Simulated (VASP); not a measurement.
# MgO (P6_3mc) in VASP: further runs

The runs below take MgO through single point, with PBEsol.

Everything below comes from runs of VASP 6.6.1. Logs are shortened: lines on timing, memory, paths and dates and some standing lists are left out, and cuts for length are marked.

## Step 1: The crystal as given

The structure is hexagonal, space group P6_3mc (No. 186). Conventional cell: a = 3.031 Å, b = 3.031 Å, c = 5.935 Å, α = 90.00°, β = 90.00°, γ = 120.00°. Around Mg (site symmetry 3m) lie 3 O at 1.85 Å. O (site symmetry 3m) is surrounded by 3 Mg at 1.85 Å.

Measurements of this composition are mostly on another form, of space group No. 225.

## Step 2: Single point, PBEsol

Contents of INCAR:

```
SYSTEM = MgO
PREC     = Accurate       ! precision mode
ENCUT    = 520            ! plane-wave cutoff, eV
EDIFF    = 1E-7           ! SCF threshold, eV
ISMEAR   = 0              ! smearing method
SIGMA    = 0.05           ! smearing width, eV
LREAL    = .False.        ! projectors in reciprocal space
LASPH    = .True.         ! aspherical terms in the spheres
NELM     = 60             ! most SCF steps
ALGO     = Normal         ! electronic algorithm
ISIF     = 2              ! what is computed and relaxed
LWAVE    = .False.        ! write WAVECAR
LCHARG   = .False.        ! write CHGCAR
GGA      = PS             ! functional
NBANDS   = 16             ! bands
```

Contents of KPOINTS:

```
regular mesh
0
Gamma
  9 9 6
  0 0 0
```

Contents of POSCAR:

```
MgO
1.0
    3.0307939861      0.0000000000      0.0000000000
   -1.5153969931      2.6247445856      0.0000000000
    0.0000000000      0.0000000000      5.9353018253
Mg O
2 2
Direct
    0.3333333333      0.6666666667      0.0021597400
    0.6666666667      0.3333333333      0.5021597400
    0.3333333333      0.6666666667      0.4024402600
    0.6666666667      0.3333333333      0.9024402600
```

Potentials or basis: VASP PAW PBE potentials, release 64 (Mg, O).

The run is started by

```sh
> cat potpaw_PBE.64/Mg/POTCAR potpaw_PBE.64/O/POTCAR > POTCAR
> mpirun -np 1 vasp_std > vasp.out
```

OUTCAR:

```text
SYSTEM = MgO
   PREC = Accurate
   ENCUT = 520
   EDIFF = 1E-7
   ISMEAR = 0
   LREAL = .False.
   LASPH = .True.
   NELM = 60
   ISIF = 2
   GGA = PS

 ion  position               nearest neighbor table
   1  0.333  0.667  0.002-   4 1.85   4 1.85   4 1.85   3 2.38   2 3.45   2 3.45   2 3.45   2 3.45
                             2 3.45   2 3.45
   2  0.667  0.333  0.502-   3 1.85   3 1.85   3 1.85   4 2.38   1 3.45   1 3.45   1 3.45   1 3.45
                             1 3.45   1 3.45
   3  0.333  0.667  0.402-   2 1.85   2 1.85   2 1.85   1 2.38
   4  0.667  0.333  0.902-   1 1.85   1 1.85   1 1.85   2 2.38

  LATTYP: Found a hexagonal cell.
 ALAT       =     3.0307939861
 C/A-ratio  =     1.9583323223

  Lattice vectors:

 A1 = (   3.0307939861,   0.0000000000,   0.0000000000)
 A2 = (  -1.5153969931,   2.6247445856,   0.0000000000)
 A3 = (   0.0000000000,   0.0000000000,   5.9353018253)

Analysis of symmetry for initial positions (statically):
=====================================================================
 Subroutine PRICEL returns:
 Original cell was already a primitive cell.

 Routine SETGRP: Setting up the symmetry group for a
 hexagonal supercell.

 Subroutine GETGRP returns: Found 12 space group operations
 (whereof  6 operations were pure point group operations)
 out of a pool of 24 trial point group operations.

The static configuration has the point symmetry C_3v.
 The point group associated with its full space group is C_6v.

Analysis of symmetry for dynamics (positions and initial velocities):
=====================================================================
 Subroutine PRICEL returns:
 Original cell was already a primitive cell.

 Routine SETGRP: Setting up the symmetry group for a
 hexagonal supercell.

 Subroutine GETGRP returns: Found 12 space group operations
 (whereof  6 operations were pure point group operations)
 out of a pool of 24 trial point group operations.

The dynamic configuration has the point symmetry C_3v.
 The point group associated with its full space group is C_6v.

 Subroutine INISYM returns: Found 12 space group operations
 (whereof  6 operations are pure point group operations),
 and found     1 'primitive' translations

----------------------------------------------------------------------------------------

                                     Primitive cell

  volume of cell :      47.2157

  direct lattice vectors                    reciprocal lattice vectors
     3.030793986  0.000000000  0.000000000     0.329946544  0.190494726  0.000000000
    -1.515396993  2.624744586  0.000000000     0.000000000  0.380989452  0.000000000
     0.000000000  0.000000000  5.935301825     0.000000000  0.000000000  0.168483428

  length of vectors
     3.030793986  3.030793986  5.935301825     0.380989452  0.380989452  0.168483428

  position of ions in fractional coordinates (direct lattice)
     0.333333333  0.666666667  0.002159740
     0.666666667  0.333333333  0.502159740
     0.333333333  0.666666667  0.402440260
     0.666666667  0.333333333  0.902440260

  ion indices of the primitive-cell ions
   primitive index   ion index
                 1           1
                 2           2
                 3           3
                 4           4

----------------------------------------------------------------------------------------

 KPOINTS: regular mesh

Automatic generation of k-mesh.
 Grid dimensions read from file:
 generate k-points for:    9    9    6

 Generating k-lattice:

  Cartesian coordinates                     Fractional coordinates (reciprocal lattice)
     0.036660727  0.021166081  0.000000000     0.111111111 -0.000000000  0.000000000
     0.000000000  0.042332161  0.000000000     0.000000000  0.111111111  0.000000000
     0.000000000  0.000000000  0.028080571     0.000000000  0.000000000  0.166666667

  Length of vectors
     0.042332161  0.042332161  0.028080571

  Shift w.r.t. Gamma in fractional coordinates (k-lattice)
     0.000000000  0.000000000  0.000000000

 Subroutine IBZKPT returns following result:
 ===========================================

 Found     48 irreducible k-points:

 Following reciprocal coordinates:
            Coordinates               Weight
  0.000000  0.000000  0.000000      1.000000
  0.111111  0.000000  0.000000      6.000000
  0.222222  0.000000  0.000000      6.000000
  0.333333  0.000000  0.000000      6.000000
  0.444444  0.000000  0.000000      6.000000
  0.111111  0.111111  0.000000      6.000000
[... 16 lines left out ...]
  0.333333  0.222222  0.166667     24.000000
  0.333333  0.333333  0.166667      4.000000
 [... further k-points ...]
   k-points           NKPTS =     48   k-points in BZ     NKDIM =     48   number of bands    NBANDS=     16
   number of dos      NEDOS =    301   number of ions     NIONS =      4
   total plane-waves  NPLWV =  27648
   dimension x,y,z NGX =    24 NGY =   24 NGZ =   48
   dimension x,y,z NGXF=    48 NGYF=   48 NGZF=   96
   ions per type =               2   2
   NGX,Y,Z   is equivalent  to a cutoff of  13.16, 13.16, 13.44 a.u.
   NGXF,Y,Z  is equivalent  to a cutoff of  26.33, 26.33, 26.89 a.u.
 SYSTEM =  MgO
   PREC   = accura    normal or accurate (medium, high low for compatibility)
   ISTART =      0    job   : 0-new  1-cont  2-samecut
   ICHARG =      2    charge: 1-file 2-atom 10-const
   ISPIN  =      1    spin polarized calculation?
   LNONCOLLINEAR =      F non collinear calculations
   LSORBIT =      F    spin-orbit coupling
   LASPH  =      T    aspherical Exc in radial PAW
   ENCUT  =  520.0 eV  38.22 Ry    6.18 a.u.   5.64  5.64 11.04*2*pi/ulx,y,z
   NELM   =     60;   NELMIN=  2; NELMDL= -5     # of ELM steps
   EDIFF  = 0.1E-06   stopping-criterion for ELM
   LREAL  =      F    real-space projection
   EDIFFG = 0.1E-05   stopping-criterion for IOM
   NSW    =      0    number of steps for IOM
   IBRION =     -1    ionic relax: 0-MD 1-quasi-New 2-CG
   NFREE  =      0    steps in history (QN), initial steepest desc. (CG)
   ISIF   =      2    stress and relaxation
   ISYM   =      2    0-nonsym 1-usesym 2-fastsym
   POTIM  = 0.5000    time-step for ionic-motion
   TEBEG  =    0.0;   TEEND  =   0.0 temperature during run
   PSTRESS=    0.0 pullay stress
   NELECT =      16.0000    total number of electrons
   NUPDOWN=      -1.0000    fix difference up-down
   EMIN   =  10.00;   EMAX   =-10.00  energy-range for DOS
   EFERMI =   0.00;   METHOD = LEGACY
   ISMEAR =     0;   SIGMA  =   0.05  broadening in eV -4-tet -1-fermi 0-gaus
   EFERMI_NEDOS =   21; number of points for ismear=-14 and -15
   IALGO  =     38    algorithm
   IMIX   =      4    mixing-type and parameters
     AMIX     =   0.40;   BMIX     =  1.00
     AMIX_MAG =   1.60;   BMIX_MAG =  1.00
  volume/ion in A,a.u.               =      11.80        79.66
  Fermi-wavevector in a.u.,A,eV,Ry     =   1.141351  2.156842 17.724080  1.302683
  Thomas-Fermi vector in A             =   2.278052
   LORBIT       =      0    0 simple, 1 ext, 2 COOP (PROOUT), +10 PAW based schemes
   GGA     = PS    functional components
   LHFCALC =     F    Hartree Fock is set to
   AEXX    =    0.0000 exact exchange contribution
   IVDW    =     0    specifies the selected vdW correction
   LEPSILON=     F    determine dielectric tensor
   LRPA    =     F    only Hartree local field effects (RPA)
 non-spin polarized calculation
 Gauss-broadening in eV      SIGMA  =   0.05
  energy-cutoff  :      520.00
  volume of cell :       47.22
 maximum number of plane-waves:      1291
 NGX is ok and might be reduce to    24
   NGX = 11   NGY = 11   NGZ = 23

 number of electron      16.0000012 magnetization

 Free energy of the ion-electron system (eV)
  ---------------------------------------------------
  ext. energy  EPLUGINS =         0.00000000
  ---------------------------------------------------
  free energy    TOTEN  =       -23.35173532 eV

  energy without entropy =      -23.35173532  energy(sigma->0) =      -23.35173532

 E-fermi :   1.0255     XC(G=0):  -9.9196

 val. band max:        0.7686337600   @ k =   0.0000   0.0000   0.0000
 cond. band min:       3.9936538347   @ k =   0.0000   0.0000   0.0000
 fundamental gap:      3.2250200748
 Fermi energy:         1.0255067771

 k-point     1 :       0.0000    0.0000    0.0000
  band No.  band energies     occupation
      1     -15.2620      2.00000
      2     -14.8401      2.00000
      3      -2.6425      2.00000
      4       0.3283      2.00000
      5       0.6900      2.00000
      6       0.6900      2.00000
[... 8 lines left out ...]
     15      17.9611      0.00000
     16      19.3095      0.00000

 k-point     2 :       0.1111    0.0000    0.0000
  band No.  band energies     occupation
      1     -15.1789      2.00000
      2     -14.7787      2.00000
      3      -2.4789      2.00000
      4       0.1941      2.00000
      5       0.3426      2.00000
      6       0.3849      2.00000
[... 8 lines left out ...]
     15      17.9924      0.00000
     16      18.4407      0.00000

 k-point     3 :       0.2222    0.0000    0.0000
  band No.  band energies     occupation
      1     -14.9578      2.00000
      2     -14.6215      2.00000
      3      -2.0180      2.00000
      4      -0.7898      2.00000
      5      -0.4331      2.00000
      6       0.4054      2.00000
[... 8 lines left out ...]
     15      17.3835      0.00000
     16      17.4833      0.00000

 k-point     4 :       0.3333    0.0000    0.0000
  band No.  band energies     occupation
      1     -14.6832      2.00000
      2     -14.4442      2.00000
      3      -1.6663      2.00000
      4      -1.3697      2.00000
      5      -1.1999      2.00000
      6       0.3205      2.00000
[... 8 lines left out ...]
     15      16.6170      0.00000
     16      17.8779      0.00000
[... 324 lines left out ...]
 k-point    22 :       0.2222    0.2222    0.1667
  band No.  band energies     occupation
      1     -14.5440      2.00000
      2     -14.3830      2.00000
      3      -1.6760      2.00000
      4      -1.4176      2.00000
      5      -0.7676      2.00000
      6      -0.1822      2.00000
[... 8 lines left out ...]
     15      14.3567      0.00000
     16      18.1472      0.00000

 k-point    23 :       0.3333    0.2222    0.1667
  band No.  band energies     occupation
      1     -14.3833      2.00000
      2     -14.3065      2.00000
      3      -1.8294      2.00000
      4      -1.4286      2.00000
      5      -0.6233      2.00000
      6      -0.3991      2.00000
[... 8 lines left out ...]
     15      14.4934      0.00000
     16      18.1061      0.00000

 k-point    24 :       0.3333    0.3333    0.1667
  band No.  band energies     occupation
      1     -14.3044      2.00000
      2     -14.3044      2.00000
      3      -1.5883      2.00000
      4      -1.0284      2.00000
      5      -1.0284      2.00000
      6      -0.9646      2.00000
[... 8 lines left out ...]
     15      14.5474      0.00000
     16      18.5891      0.00000

 [... further k-points ...]
[... 5 lines left out ...]
  --------------------------------------------------------------------------------------
  -------------------------------------------------------------------------------------
  Total        8.6167907      8.6167907     -4.8024837     -0.0000000      0.0000000      0.0000000
  in kB      292.3949387    292.3949387   -162.9634479     -0.0000000      0.0000000      0.0000000
  external PRESSURE =     140.6088098 kB  Pullay stress =       0.0000000 kB

 VOLUME and BASIS-vectors are now :
 -----------------------------------------------------------------------------
  energy-cutoff  :      520.00
  volume of cell :       47.22
      direct lattice vectors                 reciprocal lattice vectors
     3.030793986  0.000000000  0.000000000     0.329946544  0.190494726  0.000000000
    -1.515396993  2.624744586  0.000000000     0.000000000  0.380989452  0.000000000
     0.000000000  0.000000000  5.935301825     0.000000000  0.000000000  0.168483428

 POSITION                                       TOTAL-FORCE (eV/Angst)
 -----------------------------------------------------------------------------------
     -0.00000      1.74983      0.01282         0.000000      0.000000      1.309744
      1.51540      0.87491      2.98047         0.000000     -0.000000      1.309744
     -0.00000      1.74983      2.38860        -0.000000     -0.000000     -1.309744
      1.51540      0.87491      5.35626         0.000000     -0.000000     -1.309744
 -----------------------------------------------------------------------------------
    total drift:                               -0.000000     -0.000000     -0.000350

  FREE ENERGIE OF THE ION-ELECTRON SYSTEM (eV)
  ---------------------------------------------------
  free  energy   TOTEN  =       -23.3517353233 eV

  energy  without entropy=      -23.3517353233  energy(sigma->0) =      -23.35173532
```

Wall time 70 s (1 thread of AMD EPYC 7R43 (Zen 3), shared host); peak memory 0.15 GiB.

Results:

| Quantity | Value |
| --- | --- |
| Free energy | -23.3517 eV |
| Pressure | 14.1 GPa |
| Largest force | 1.310 eV/Å |
| Band gap on the k mesh | 3.23 eV, direct |

Forces on the atoms (eV/Å):
```
Mg   0.000  0.000  1.310
Mg   0.000  0.000  1.310
O    0.000  0.000 -1.310
O    0.000  0.000 -1.310
```

Stress tensor (GPa, compression positive):
```
 29.24   0.00   0.00
  0.00  29.24   0.00
  0.00   0.00 -16.30
```

Levels at points of the mesh, in eV from the valence-band top:
| k point | band 5 | band 6 | band 7 | band 8 | band 9 | band 10 | band 11 | band 12 |
| --- | --- | --- | --- | --- | --- | --- | --- | --- |
| (0.00, 0.00, 0.00) | -0.08 | -0.08 | 0.00 | 0.00 | 3.23 | 8.59 | 9.41 | 14.23 |
| (0.00, 0.00, 0.50) | -0.04 | -0.04 | -0.04 | -0.04 | 5.68 | 5.68 | 12.01 | 12.01 |

Caveat: the PAW data sets were made with another functional, which shifts forces and pressure a little; an odd mesh through Γ misses points on the zone boundary, where band edges often lie.

[end of part 1 of 3]
